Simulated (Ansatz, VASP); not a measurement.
# Two plane-wave programs on Nb

The input INCAR:

```
SYSTEM = Nb
PREC = Accurate
ENCUT = 520
EDIFF = 1E-7
ISMEAR = -1
SIGMA = 0.05
LREAL = .False.
LASPH = .True.
NELM = 80
ALGO = Normal
ISIF = 2
LWAVE = .False.
LCHARG = .False.
GGA = PE
NBANDS = 12
```

Contents of KPOINTS:

```
regular mesh
0
Gamma
  11 11 11
  0 0 0
```

POSCAR

```
Nb
1.0
    0.0000000000      2.1008049414      2.1008049414
    2.1008049414      0.0000000000      2.1008049414
    2.1008049414      2.1008049414      0.0000000000
Nb
1
Direct
    0.0000000000      0.0000000000      0.0000000000
```

input.yaml

```yaml
crystal:
  lattice:
    - [0.0, 2.1008049414, 2.1008049414]
    - [2.1008049414, 0.0, 2.1008049414]
    - [2.1008049414, 2.1008049414, 0.0]
  atoms:
    - { symbol: Nb, position: [0.0, 0.0, 0.0] }
hamiltonian:
  xc: pbe
  pseudopotentials: { kind: paw, azcp: { folder: soft_1 } }
kpoints:
  mp_grid: { grid: [11, 11, 11] }
scf:
  occupations: { method: fermi_dirac, width: 0.05 }
output:
  forces: true
  stress: true
  eigenvalues: true
```

This isn't the form of Nb at room conditions, which is bcc.

Alike in both runs: task single point; functional PBE; k mesh 11 × 11 × 11; occupations fermi-dirac, width 0.05 eV; no spin polarisation.

|  | VASP | Ansatz |
| --- | --- | --- |
| version | VASP 6.6.1 | Ansatz 0.2.0 |
| potentials or method | VASP PAW PBE potentials, release 64 (Nb_sv) | Ansatz PAW soft_1 |
| plane-wave cutoff (eV) | 520 | 420 |
| valence electrons in the cell | 13 | 13 |

VASP gave:

| Quantity | Value |
| --- | --- |
| gap on the k mesh at the Fermi level (eV) | none |
| pressure (GPa) | 1.2 |

What did Ansatz give for the same quantities?

gap on the k mesh at the Fermi level (eV): none; pressure (GPa): 1.5.

A gap of «none» marks a metal or a gap that the smearing closes.
